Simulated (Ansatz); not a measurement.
## Equation of state of TaC

```
CELL_PARAMETERS angstrom
0.00000 2.23785 2.23785
2.23785 0.00000 2.23785
2.23785 2.23785 0.00000
ATOMIC_POSITIONS crystal
Ta 0.00000 0.00000 0.00000
C 0.50000 0.50000 0.50000
```

The structure comes from a relaxation in the same program, started in the rocksalt type, and has space group Fm-3m. Whether it is a known phase or the ground state wasn't checked.

Spin polarisation is left out, and whether a magnetic state lies lower isn't shown here.

No spin–orbit coupling, which matters for the heavy atoms here.

Levels of theory: DFT, PBE, all-electron LAPW, scalar-relativistic (Ansatz 0.2.0); DFT, PBE, PAW with Ansatz's default frozen-core files, scalar-relativistic (Ansatz 0.2.0).

For LAPW: a Γ-centred 14×14×14 k mesh, Fermi–Dirac smearing of 0.03 eV, basis error target 0.25 meV/atom, no spin polarisation. PAW takes a cutoff of 420 eV at this cell. The Ansatz runs share mesh, smearing and spin set-up. Plane-wave (PAW) pressures include the program's estimate of the Pulay term.

The cell above is scaled evenly, with fractional coordinates and shape held.

| V/V(cell) | V (Å³/atom) | P, LAPW (GPa) | P, PAW (GPa) | free energy over the lowest listed, PAW (meV/atom) |
| --- | --- | --- | --- | --- |
| 0.9500 | 10.647 | 18.29 | 18.50 | 31.0 |
| 0.9750 | 10.927 | 8.54 | 8.65 | 7.4 |
| 1.0000 | 11.207 | -0.02 | 0.00 | 0.0 |
| 1.0250 | 11.487 | -7.55 | -7.60 | 6.8 |
| 1.0500 | 11.767 | -14.16 | -14.27 | 26.0 |

**Question.** What do Birch–Murnaghan fits to the pressures give?

**Answer.** LAPW: V0 = 11.21 Å³/atom, B0 = 321 GPa, B0′ = 4.2; PAW: V0 = 11.21 Å³/atom, B0 = 324 GPa, B0′ = 4.2.

PAW's V0 lies 0.01 % from the all-electron value and its B0 0.9 %. Symmetry fixes shape and coordinates here, so this is the relaxed modulus.
